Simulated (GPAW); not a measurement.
Al:

```xyz
1
Lattice="0.0000 2.0248 2.0248 2.0248 0.0000 2.0248 2.0248 2.0248 0.0000" Properties=species:S:1:pos:R:3 pbc="T T T"
Al    0.0000    0.0000    0.0000
```

Program: GPAW 26.7.0. Alike in all runs: no spin polarisation; cell as given; k mesh 11 × 11 × 11; cutoff (eV) 600.

**Question.** Order these runs on this cell by their pressure, lowest first.
A. level RPBE; potentials or basis the program's PAW data sets (release 1.2.1) made for this functional, pw; smearing gaussian 0.05 eV
B. level SCAN; potentials or basis GPAW PAW data sets (gpaw-data 1.2.1), pw; smearing fermi-dirac 0.05 eV; band path GXWKGLUWLK,UX; band points 80
C. level revPBE+D3(BJ); potentials or basis the program's PAW data sets (release 1.2.1) made for this functional, pw; smearing methfessel-paxton 0.2 eV; smearing order 1
D. level PBE; potentials or basis GPAW PAW data sets (gpaw-data 1.2.1), pw; smearing gaussian 0.023 eV
E. level LDA; potentials or basis the program's PAW data sets (release 1.2.1) made for this functional, pw; smearing methfessel-paxton 0.2 eV; smearing order 1; k mesh for the DOS 16 × 16 × 16; dos width 0.05 eV

**Answer.** C (-5.6 GPa), E (-3.5 GPa), B (-1.9 GPa), D (-0.4 GPa), A (1.1 GPa).

Caveats: this smearing can pin the Fermi level at a band edge (some runs); the PAW data sets were made with another functional, which shifts forces and pressure a little (some runs); pairwise dispersion overbinds metals, which lowers pressure and volume (some runs).

Not every run made on this cell is shown here.
